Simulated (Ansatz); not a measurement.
## From barrier to diffusion: H in Pd

The calculation used DFT PBEsol, scalar-relativistic, plane waves, PAW (Ansatz 0.2.0). Settings: 420 eV cutoff, 4×4×4 k-mesh, shifted by half a step, Gaussian smearing of 0.10 eV, no spin polarisation.

Host crystal, relaxed:

```cif
data_structure
_symmetry_space_group_name_H-M 'P 1'
_symmetry_Int_Tables_number 1
_cell_length_a 2.7401
_cell_length_b 2.7401
_cell_length_c 2.7401
_cell_angle_alpha 60.000
_cell_angle_beta 60.000
_cell_angle_gamma 60.000
_cell_volume 14.55
loop_
_atom_site_label
_atom_site_type_symbol
_atom_site_fract_x
_atom_site_fract_y
_atom_site_fract_z
_atom_site_occupancy
Pd1 Pd 0.00000 0.00000 0.00000 1
```

In a supercell of 16 host sites, interstitial H hops to an equivalent place, moving 2.74 Å. Climbing-image nudged elastic band at fixed cell; the order of the saddle wasn't checked, and the small cell leaves errors of about a tenth of an eV. Zero-point motion and tunnelling, which matter for H, are left out.

```tsv
image	path (Å)	E − E(0) (eV)
0	0.00	0.000
1	1.05	0.250
2	1.80	0.164
3	2.55	0.192
4	3.29	0.000
```

Question: What are the barriers forward and back, and what attempt frequency does the shape suggest?

Answer: Forward 0.25 eV, back 0.25 eV, the ends being level. For a sinusoidal profile E_b sin²(πx/l), with the H atom alone moving, ν = (1/l)√(E_b/2m) = 1.3×10¹³ s⁻¹, within an order of magnitude of the customary 10¹³ s⁻¹; a true prefactor needs the vibrations at the minimum and at the saddle.

Question: With ν = 10¹³ s⁻¹, give the forward jump rate along this one path, the wait 1/k for that jump, the diffusivity D ≈ l²k and the distance √(Dt) covered in an hour at 300, 600 and 1000 K, taking the host as solid throughout.

Answer: k = ν exp(−E_b/k_BT):
```csv
T (K),k (1/s),wait (s),D (cm²/s),√(Dt) in 1 h (nm)
300,6.3×10⁸,1.6×10⁻⁹,4.7×10⁻⁷,4.1×10⁵
600,7.9×10¹⁰,1.3×10⁻¹¹,5.9×10⁻⁵,4.6×10⁶
1000,5.5×10¹¹,1.8×10⁻¹²,4.1×10⁻⁴,1.2×10⁷
```

D = l²k holds for six equivalent jumps in three dimensions (z l²k/6) and is a scale otherwise. Long-range transport needs a connected net of such jumps, and traps slow it. D is that of an interstitial already there. An error of 0.1 eV in the barrier changes k by a factor of 48 at 300 K and 3.2 at 1000 K.

Cost: 1 run of about 41 core-minutes, on Intel Xeon 6975P-C (Granite Rapids) (shared hosts).